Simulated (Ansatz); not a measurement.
Runs of Ansatz 0.2.0 on InSe. It takes space group R3m (No. 160, trigonal). The conventional cell has a = 4.000 Å, b = 4.000 Å, c = 25.320 Å, α = 90.00°, β = 90.00°, γ = 120.00°. In (site symmetry 3m) is surrounded by 3 Se at 2.63 Å and 1 In at 2.82 Å. In (site symmetry 3m) has 3 Se at 2.64 Å and 1 In at 2.82 Å as nearest neighbours. Se (site symmetry 3m) has 3 In at 2.63 Å as nearest neighbours. Around Se (site symmetry 3m) lie 3 In at 2.64 Å. 

```tsv
task	level	cell	k mesh	cutoff (eV)	smearing	atoms under strain	points for each segment of the path	mesh quality	gap on the mesh (eV)	pressure (GPa)	V0 of scaled cells (Å³/atom)	relaxed volume (Å³/atom)	B0 (GPa)	largest force (eV/Å)
equation of state	RPBE+D4	as given	8 × 8 × 8	420	fermi-dirac 0.05 eV	-	-	not flagged	-	-	(a)	-	48	-
relaxation of cell and atoms	LC-wPBE	relaxed	4 × 4 × 4	420	fermi-dirac 0.05 eV	-	-	coarse	6.06	0.0	-	(c)	-	-
elastic constants	LDA	as given	7 × 7 × 7	420	fixed	relaxed	-	not flagged	0.64	(b)	-	-	-	-
band structure	rPW86-PBE	as given	8 × 8 × 8	420	fermi-dirac 0.05 eV	-	14	not flagged	0.34	5.1	-	-	-	0.50
relaxation of cell and atoms	r2SCAN	relaxed	8 × 8 × 8	500	fermi-dirac 0.05 eV	-	-	not flagged	0.92	0.0	-	30.74	-	0.01
equation of state	PBEsol	as given	8 × 8 × 8	420	fermi-dirac 0.05 eV	-	-	not flagged	-	-	29.33	-	50	-
```

Alike in all rows: potentials or basis Ansatz PAW; no spin polarisation.

Q: Fill in the values left out.

A: (a) 29.72; (b) -1.0; (c) 30.24.

Caveats: some runs use coarse meshes; spin-orbit coupling is left out, which moves the levels of the heavy elements (some runs); the PAW data sets come from PBE, with cores solved anew for the run's functional, which leaves a small shift of forces and pressure (some runs); the cell was scaled at fixed shape and fractional positions, which overstates the stiffness of a crystal with free parameters, most of all of layers and chains (some runs); the plane-wave basis is chosen anew once the cell has moved, so the energies of steps on either side of that aren't comparable (some runs); the potentials were made for another functional, which shifts forces and pressure (some runs); odd divisions of the mesh miss points on the zone boundary, where band edges often lie, so the gap on the mesh can be too wide (some runs).

A k mesh can miss the band edges, and the runs leave out spin-orbit coupling on In, Se.

Runs at the PBE level aren't shown here.
